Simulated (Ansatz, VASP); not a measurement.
**ZnSe (Stilleite) in VASP and in Ansatz**

```
Se Zn
1.0
     0.00000    2.85257    2.85257
     2.85257    0.00000    2.85257
     2.85257    2.85257    0.00000
Se Zn
1 1
Direct
  0.75000 0.75000 0.75000
  0.00000 0.00000 0.00000
```

Alike in both runs: task single point; functional BLYP; dispersion D3(BJ); k mesh 8 × 8 × 8; occupations fermi-dirac, width 0.05 eV; no spin polarisation.

|  | VASP | Ansatz |
| --- | --- | --- |
| version | VASP 6.6.1 | Ansatz 0.2.0 |
| potentials or method | VASP PAW PBE potentials, release 64 (Se, Zn) | Ansatz PAW |
| plane-wave cutoff (eV) | 520 | 420 |
| valence electrons in the cell | 18 | 28 |

|  | VASP | Ansatz | Ansatz less VASP |
| --- | --- | --- | --- |
| gap on the k mesh at the Fermi level (eV) | 1.19 | 1.15 | -0.039 |
| least direct gap on the mesh (eV) | 1.19 | 1.15 | -0.039 |
| pressure (GPa) | -1.2 | -1.5 | -0.29 |
| dispersion energy (meV/atom) | -699.9 | -699.9 | -0.07 |

The two sets of potentials don't hold the same shells in valence.

Caveats: the PAW data sets were made with another functional, which shifts forces and pressure a little (VASP); the PAW data sets come from PBE, with cores solved anew for the run's functional, which leaves a small shift of forces and pressure (Ansatz).
